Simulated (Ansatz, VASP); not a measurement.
# LiH: VASP beside Ansatz

```xyz
2
Lattice="0.0000 1.9985 1.9985 1.9985 0.0000 1.9985 1.9985 1.9985 0.0000" Properties=species:S:1:pos:R:3 pbc="T T T"
Li    0.0000    0.0000    0.0000
H     1.9985    1.9985    1.9985
```

Alike in both runs: task single point; functional PBE; k mesh 8 × 8 × 8; no spin polarisation.

```csv
,VASP,Ansatz
version,VASP 6.6.1,Ansatz 0.2.0
potentials or method,"VASP PAW PBE potentials, release 64 (Li_sv, H)","plane waves, PAW"
plane-wave cutoff (eV),520,420
occupations,"gaussian, width 0.01 eV",fixed
valence electrons in the cell,4,4
```

Ansatz gave:

* gap on the k mesh at the Fermi level (eV): 2.98

Which values does VASP return?

gap on the k mesh at the Fermi level (eV): 2.97.

 A hybrid or GW would open this gap; PBE tends to underestimate it. A k mesh can miss the band edges.
